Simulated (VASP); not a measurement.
**SrCl2: single point with r2SCAN**

The system is SrCl2.

```
Sr Cl
1.0
     0.00000    3.53778    3.48550
     3.48550    0.00000    3.48550
     3.48550    3.53778    0.00000
Sr Cl
1 2
Cartesian
  0.0000 0.0000 0.0000
  1.7428 1.7689 1.7428
  5.2283 5.3067 5.2283
```

The cell isn't the ideal one: strain +0.0150 x Voigt [0, 1, 0, 0, 0, 0], atoms carried along.

| Property | Result |
| --- | --- |
| Program | VASP 6.6.1 |
| Task | single point |
| Functional | r2SCAN |
| Potentials or basis | VASP PAW PBE potentials, release 64 (Sr_sv, Cl) |
| Cutoff | 520 eV |
| k mesh | 6 × 6 × 6 |
| Occupations | gaussian, width 0.05 eV |
| Spin | no spin polarisation |

The pressure is -0.1 GPa. The band gap on the k mesh is 5.88 eV, indirect (least direct gap 5.96 eV).

Stress tensor (GPa, compression positive):
```
 0.12  0.00  0.00
 0.00 -0.67  0.00
 0.00  0.00  0.12
```

Levels at points of the mesh, in eV from the valence-band top:
| k point | band 8 | band 9 | band 10 | band 11 | band 12 | band 13 | band 14 | band 15 | band 16 | band 17 |
| --- | --- | --- | --- | --- | --- | --- | --- | --- | --- | --- |
| (0.00, 0.00, 0.00) | -2.15 | -2.11 | -0.45 | -0.34 | -0.34 | 5.88 | 6.62 | 6.71 | 9.53 | 9.59 |
| (0.50, 0.00, 0.00) | -1.56 | -1.49 | -1.35 | -1.09 | -1.08 | 7.24 | 7.26 | 8.18 | 8.18 | 9.25 |
| (0.50, 0.50, 0.00) | -1.95 | -1.89 | -0.50 | -0.37 | 0.00 | 5.96 | 7.76 | 8.15 | 8.65 | 8.68 |
| (0.50, 0.00, 0.50) | -1.92 | -1.92 | -0.40 | -0.40 | -0.09 | 5.96 | 7.64 | 8.16 | 8.58 | 8.58 |

It took 91 s on 1 thread of Intel(R) Xeon(R) 6975P-C (Granite Rapids) (shared host), peak memory 0.27 GiB.

Caveat: the PAW data sets were made with another functional, which shifts forces and pressure a little. A k mesh can miss the band edges.
